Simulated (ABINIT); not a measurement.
# Ge (Fd-3m) in ABINIT: notebook, part 2 of 2

ABINIT 10.8.3 (patched build). The steps go on from the part before.

### 3 Single point, LDA

run.abi reads:

```
# Pseudopotentials
pp_dirpath "./"
pseudos "Ge.LDA_PW-JTH.xml"

# Structure
acell 7.5601949712 7.5601949712 7.5601949712
rprim
     0.0000000000     0.7071067812     0.7071067812
     0.7071067812     0.0000000000     0.7071067812
     0.7071067812     0.7071067812     0.0000000000
ntypat 1
znucl 32
natom 2
typat 1 1
xcart
     8.0187976968     8.0187976968     8.0187976968
     5.3458651312     5.3458651312     5.3458651312

# Plane-wave basis
ecut 15.0
pawecutdg 30.0

# k points
kptopt 1
ngkpt 6 6 6
nshiftk 1
shiftk 0.0 0.0 0.0

# Exchange and correlation
ixc 7

# Bands and occupations
nband 18
occopt 3
tsmear 0.00183747

# SCF cycle
nstep 100
tolvrs 1.0e-9

# Output
iomode 3
prtwf 0
prtden 0
prteig 0
prtebands 0
```

Potentials or basis: JTH PAW LDA v2.0.

Launch:

```console
$ abinit run.abi > log 2>&1
```

run.abo:

```text
.Version 10.8.3 of ABINIT
 Symmetries : space group Fd -3 m (#227); Bravais cF (face-center cubic)
================================================================================
 Values of the parameters that define the memory need of the present run
     intxc =       0    ionmov =       0      iscf =      17    lmnmax =      18
     lnmax =       6     mgfft =      30  mpssoang =       3    mqgrid =    3001
     natom =       2  nloc_mem =       2    nspden =       1   nspinor =       1
    nsppol =       1      nsym =      48    n1xccc =       1    ntypat =       1
    occopt =       3   xclevel =       1
       mpw =         869          nfft =       27000          nkpt =          16
 PAW method is used; the additional fine FFT grid is defined by:
   mgfftf=        40    nfftf =     64000
================================================================================
================================================================================

--------------------------------------------------------------------------------
[... 240 lines left out ...]
- sigma(2 2)=  2.52282367E+00  sigma(3 1)=  0.00000000E+00
- sigma(3 3)=  2.52282367E+00  sigma(2 1)=  0.00000000E+00

== END DATASET(S) ==============================================================
================================================================================

 -outvars: echo values of variables after computation  --------
            acell      7.5601949712E+00  7.5601949712E+00  7.5601949712E+00 Bohr
           etotal     -1.9163881801E+02
            fcart     -6.2960932352E-30  8.6571281983E-30 -3.1480466176E-30
                       6.2960932352E-30 -8.6571281983E-30  3.1480466176E-30
            rprim      0.0000000000E+00  7.0710678120E-01  7.0710678120E-01
                       7.0710678120E-01  0.0000000000E+00  7.0710678120E-01
                       7.0710678120E-01  7.0710678120E-01  0.0000000000E+00
           strten      8.5749033755E-05  8.5749033755E-05  8.5749033755E-05
                       0.0000000000E+00  0.0000000000E+00  0.0000000000E+00
           xangst      4.2433649971E+00  4.2433649971E+00  4.2433649971E+00
                       2.8289099981E+00  2.8289099981E+00  2.8289099981E+00
             xred      7.4999999998E-01  7.4999999998E-01  7.4999999998E-01
                       4.9999999998E-01  4.9999999998E-01  4.9999999998E-01
 Calculation completed.
```

Wall time 9.7 s (1 thread of Arm Neoverse V1, shared host); peak memory 0.09 GiB.

Results:

| Item | Value |
| --- | --- |
| Free energy | -5214.7579 eV |
| Band gap on the k mesh | none (metal or under the smearing width) |
| Valence electrons inside the program's atomic spheres | Ge 12.41 (radii [1.2196] Å) |

Caveat: the cutoff is too short for stress, so the log's stress isn't used; this crystal is a semiconductor, whose small gap the functional closes, so the metal is an error of the method.

### 4 Single point, PBEsol

run.abi reads:

```
pp_dirpath "./"
pseudos "Ge.upf"

acell 7.5601949712 7.5601949712 7.5601949712
rprim
     0.0000000000     0.7071067812     0.7071067812
     0.7071067812     0.0000000000     0.7071067812
     0.7071067812     0.7071067812     0.0000000000
ntypat 1
znucl 32
natom 2
typat 1 1
xred
     0.7500000000     0.7500000000     0.7500000000
     0.5000000000     0.5000000000     0.5000000000

ecut 35.0

kptopt 1
ngkpt 6 6 6
nshiftk 1
shiftk 0.0 0.0 0.0

ixc -116133

nband 18
occopt 3
tsmear 0.05 eV

nstep 100
tolvrs 1.0e-10

iomode 3
prtwf 0
prtden 0
prteig 0
prtebands 0
prtvol 2
```

Potentials or basis: PseudoDojo NC SR PBEsol v0.4.1 standard.

Launch:

```console
$ abinit run.abi > log 2>&1
```

Wall time 32 s (1 thread of Arm Neoverse V1, shared host); peak memory 0.09 GiB.

Results (log left out):

```
Free energy                                           : -4854.5321 eV
Pressure                                              : -1.2 GPa
Band gap on the k mesh                                : none (metal or under the smearing width)
Valence electrons inside the program's atomic spheres : Ge 11.56 (radii [1.0584] Å)
```

Levels at points of the mesh, in eV from the Fermi level:
| k point | band 10 | band 11 | band 12 | band 13 | band 14 | band 15 | band 16 | band 17 | band 18 |
| --- | --- | --- | --- | --- | --- | --- | --- | --- | --- |
| (0.00, 0.00, 0.00) | -24.61 | -12.82 | -0.04 | -0.02 | -0.02 | -0.02 | 2.51 | 2.51 | 2.51 |
| (0.50, 0.00, 0.00) | -24.59 | -10.72 | -7.65 | -1.43 | -1.43 | 0.10 | 3.68 | 3.68 | 6.96 |
| (0.50, 0.50, 0.00) | -24.57 | -8.92 | -8.92 | -3.11 | -3.11 | 0.64 | 0.64 | 9.46 | 9.46 |

Caveat: this crystal is a semiconductor, whose small gap the functional closes, so the metal is an error of the method.

### 5 Relaxation of cell and atoms, PBE

run.abi reads:

```
pp_dirpath "./"
pseudos "Ge.upf"

acell 3*1.0
rprim
     0.0000000000     5.3458651312     5.3458651312
     5.3458651312     0.0000000000     5.3458651312
     5.3458651312     5.3458651312     0.0000000000
ntypat 1
znucl 32
natom 2
typat 1 1
chkprim 0
chksymtnons 0
tolsym 1.0e-6
xred
            3/4            3/4            3/4
            1/2            1/2            1/2

ecut 39.0
ecutsm 0.5

kptopt 1
ngkpt 6 6 6
nshiftk 1
shiftk 0.0 0.0 0.0

ixc 11

nband 18
occopt 3
tsmear 0.00183747

nstep 80
tolvrs 1.0e-12

iomode 3
prteig 0
prtebands 0
prtwf 0
prtden 0

ionmov 22
optcell 2
ntime 50
tolmxf 2.0e-5
dilatmx 1.08
```

Potentials or basis: PseudoDojo NC SR PBE v0.4.1 standard.

Launch:

```console
$ abinit run.abi > log 2>&1
```

It took 2.4 min on 1 thread of Arm Neoverse V1, shared host; peak memory 0.11 GiB.

The run converged. Its results:

```
Free energy                            : -4861.0732 eV
Relaxed volume                         : 24.00 Å³/atom
Relaxed cell                           : a = 4.079 Å, b = 4.079 Å, c = 4.079 Å, α = 60.00°, β = 60.00°, γ = 60.00°
Space group after relaxing (to 0.05 Å) : Fd-3m (No. 227)
Energy gained by relaxing              : 15.6 meV/atom
Ionic steps                            : 4
Pressure after relaxing                : 0.0 GPa
Band gap on the k mesh                 : none (metal or under the smearing width)
```

The path:
```tsv
step	energy change (eV)	largest force (eV/Å)	pressure (GPa)	volume (Å³)
1	0.0000	0.0000	3.81	45.28
2	-0.0113	0.0000	3.02	45.81
3	-0.0312	0.0000	0.03	47.97
4	-0.0312	0.0000	0.00	48.00
```

Final structure:
```
Ge
1.0
     0.00000    2.88448    2.88448
     2.88448    0.00000    2.88448
     2.88448    2.88448    0.00000
Ge
2
Direct
  0.75000 0.75000 0.75000
  0.50000 0.50000 0.50000
```

Caveat: this crystal is a semiconductor, whose small gap the functional closes, so the metal is an error of the method.

### 6 Summary

| task | level | potentials or basis | cell | cutoff (eV) | fine-grid cutoff | cell freedom (optcell) | optimiser (ionmov) | cutoff smearing ecutsm (Ha) | force stop (Ha/bohr) | gap on the mesh (eV) | pressure (GPa) |
| --- | --- | --- | --- | --- | --- | --- | --- | --- | --- | --- | --- |
| single point | LDA | JTH PAW LDA v2.0 | cell relaxed | 408 | 816.342 eV | - | - | - | - | none | - |
| single point | LDA | JTH PAW LDA v2.0 | as given | 408 | 816.342 eV | - | - | - | - | none | - |
| single point | PBEsol | PseudoDojo NC SR PBEsol v0.4.1 standard | as given | 952 | - | - | - | - | - | none | -1.2 |
| relaxation of cell and atoms | PBE | PseudoDojo NC SR PBE v0.4.1 standard | relaxed | 1061 | - | 2 | 22 | 0.5 | 2e-05 | none | 0.0 |

Alike in all rows: no spin polarisation; k mesh 6 × 6 × 6; smearing fermi-dirac 0.05 eV.

Caveats: this crystal is a semiconductor, whose small gap the functional closes, so the metal is an error of the method; the atomic spheres overlap (some runs).

Absolute energies hang on the potentials; compare differences alone.

### 7 Against experiment

Step 3. A measured gap of Ge is 0.744 eV (indirect; 0 K; “Temperature-dependent photoluminescence in Ge: experiment and theory”, 2020, arxiv:2003.00143); the calculated 0.00 eV misses it by -0.74 eV. 3 values of this kind are on record (0.666 to 0.807 eV); this one was drawn at random among those near their median. Spin-orbit coupling on Ge is left out. The value is that of LDA on a finite k mesh, which can miss the band edges, without temperature or zero-point motion. Semilocal functionals fall short of measured gaps as a rule.

Step 4. Against the measured gap of Ge, 0.666 eV (indirect; 293 K; “Electronic and optical properties of SixGe1-x-ySny alloys lattice-matched to Ge”, 2021, arxiv:2109.02782), the calculated 0.00 eV is off by -0.67 eV. 3 values of this kind are on record (0.666 to 0.807 eV); this one was drawn at random among those near their median. Spin-orbit coupling on Ge is left out. The value is that of PBEsol on a finite k mesh, which can miss the band edges, without temperature or zero-point motion. Semilocal functionals fall short of measured gaps as a rule.

Step 5. The cell as given is a measured one (22.64 Å³/atom); PBE puts the equilibrium volume +6.0 % from it, thermal expansion not counted.
